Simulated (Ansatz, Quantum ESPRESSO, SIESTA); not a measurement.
**One calculation of Sb, 4 ways**

```
Sb
1.0
    -1.57654    1.57654    2.71194
     1.57654   -1.57654    2.71194
     1.57654    1.57654   -2.71194
Sb
1
Cartesian
  0.0000 0.0000 0.0000
```

This isn't the form of Sb at room conditions, which is rhombohedral.

Alike in all runs: task band structure; functional PBEsol; k mesh 12 × 12 × 12; occupations fermi-dirac, width 0.05 eV; no spin polarisation; no spin-orbit coupling. Pressure is positive in compression and, in plane waves, holds the error of the finite cutoff, which Ansatz's Pulay term estimates and takes out.

```
                                                                                      program and potentials  plane-wave cutoff (eV)                                                  notes  pressure (GPa)
SIESTA, files PseudoDojo sr-pbesol-0.4.1-standard, DZP (energy shift 0.003 Ry; two zetas on semicore shells)                       -  atomic basis; 15 valence electrons an atom on average            0.74
                                                                           Quantum ESPRESSO, GBRV 1.5 PBEsol                     612                15 valence electrons an atom on average           -1.42
                                                              Ansatz, all-electron LAPW, scalar-relativistic                       -                                                      -           -1.26
                                                                   Ansatz, PAW datasets made for the crystal                     160                 5 valence electrons an atom on average           -1.26
```

The pressure spans -1.42 (Quantum ESPRESSO, GBRV 1.5 PBEsol) to 0.74 GPa (SIESTA, files PseudoDojo sr-pbesol-0.4.1-standard, DZP (energy shift 0.003 Ry; two zetas on semicore shells)), with all-electron results at -1.26. The pressure on the cell as given of SIESTA, files PseudoDojo sr-pbesol-0.4.1-standard, DZP (energy shift 0.003 Ry; two zetas on semicore shells) lies far from the others; the cause wasn't traced. Rows in atomic bases carry the error of their basis and grid, which can be large.

The functional is the same throughout but for its coding, so the spread measures potentials, basis and numerics; runs on potential files found faulty are left out.
